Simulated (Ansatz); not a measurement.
# ZrS2: the cost of one run

Method: DFT LDA, scalar-relativistic, plane waves, PAW, in Ansatz 0.2.0.

## 1. Starting point

Symmetry: P-3m1, No. 164, trigonal system. Conventional cell: a = 3.630 Å, b = 3.630 Å, c = 5.850 Å, α = 90.00°, β = 90.00°, γ = 120.00°. Zr (site symmetry -3m) is surrounded by 6 S at 2.55 Å. Around S (site symmetry 3m) lie 3 Zr at 2.55 Å.

As a file:

```cif
data_structure
_symmetry_space_group_name_H-M 'P 1'
_symmetry_Int_Tables_number 1
_cell_length_a 3.6300
_cell_length_b 3.6300
_cell_length_c 5.8500
_cell_angle_alpha 90.000
_cell_angle_beta 90.000
_cell_angle_gamma 120.000
_cell_volume 66.76
loop_
_atom_site_label
_atom_site_type_symbol
_atom_site_fract_x
_atom_site_fract_y
_atom_site_fract_z
_atom_site_occupancy
Zr1 Zr 0.00000 0.00000 0.00000 1
S1 S 0.33333 0.66667 0.24920 1
S2 S 0.66667 0.33333 0.75080 1
```

Source of the structure: the Crystallography Open Database.

## 2. A first look at the start

input.yaml

```yaml
crystal:
  lattice:
    - [3.6299990406, 0.0, 0.0]
    - [-1.8149995203, 3.1436713848, 0.0]
    - [0.0, 0.0, 5.85]
  atoms:
    - { symbol: Zr, position: [0.0, 0.0, 0.0] }
    - { symbol: S, position: [0.3333333333, 0.6666666667, 0.2492] }
    - { symbol: S, position: [0.6666666667, 0.3333333333, 0.7508] }
basis:
  ecutwfc: 420
kpoints:
  mp_grid: { grid: [6, 6, 4] }
hamiltonian:
  xc: lda
scf:
  occupations: { method: gaussian, width: 0.1 }
output:
  forces: true
  stress: true
  eigenvalues: true
```

Launch:

```bash
$ ansatz run input.yaml --threads 1 --pin off --max-ram 1228MiB --backend cpu --events-out ev --progress --plain --runs-dir out
```

Q: Estimate wall time and peak memory on 1 thread of an x86-64 CPU, shared host.

About 3 s, with a peak of 0.35 GiB.
